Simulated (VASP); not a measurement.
The system is Al.

```
Al
1.0
     2.82708    0.00000    0.00000
    -1.41354    2.44832    0.00000
     0.00000    0.00000    9.18599
Al
4
Direct
  0.00000 0.00000 0.00000
  0.33333 0.66667 0.25000
  0.00000 0.00000 0.50000
  0.66667 0.33333 0.75000
```

This isn't the form of Al at room conditions, which is fcc.

- Program: VASP 6.6.1
- Task: relaxation of cell and atoms
- Functional: PBE
- Potentials or basis: VASP PAW PBE potentials, release 64 (Al)
- Cutoff: 600 eV
- k mesh: 18 × 18 × 6
- Occupations: gaussian, width 0.1 eV
- Spin: no spin polarisation

At the start: pressure 3.4 GPa; volume 15.90 Å³/atom.

Question: Where does the relaxation end?

Answer: Over 9 steps the energy falls by 7.0 meV/atom and the volume is 16.54 Å³/atom (+4.0 %); space group P6_3/mmc (No. 194, to 0.05 Å).

Step by step:
| step | energy change (eV) | largest force (eV/Å) | pressure (GPa) | volume (Å³) |
| --- | --- | --- | --- | --- |
| 1 | 0.0000 | 0.0000 | 3.38 | 63.58 |
| 2 | -0.0262 | 0.0000 | -0.63 | 66.72 |
| 3 | -0.0272 | 0.0000 | -0.04 | 66.20 |
| 4 | -0.0271 | 0.0000 | -0.10 | 66.26 |
| 5 | -0.0278 | 0.0000 | -0.09 | 66.25 |
| 6 | -0.0280 | 0.0000 | -0.07 | 66.24 |
| 7 | -0.0281 | 0.0000 | -0.08 | 66.24 |
| 8 | -0.0281 | 0.0000 | -0.08 | 66.24 |
| 9 | -0.0281 | 0.0000 | 0.03 | 66.15 |

Final structure:
```yaml
crystal:
  lattice:
    - [2.85373, 0.00000, 0.00000]
    - [-1.42687, 2.47141, 0.00000]
    - [0.00000, 0.00000, 9.37993]
  atoms:
    - { symbol: Al, position: [0.00000, 0.00000, 0.00000] }
    - { symbol: Al, position: [0.33333, 0.66667, 0.25000] }
    - { symbol: Al, position: [0.00000, 0.00000, 0.50000] }
    - { symbol: Al, position: [0.66667, 0.33333, 0.75000] }
```
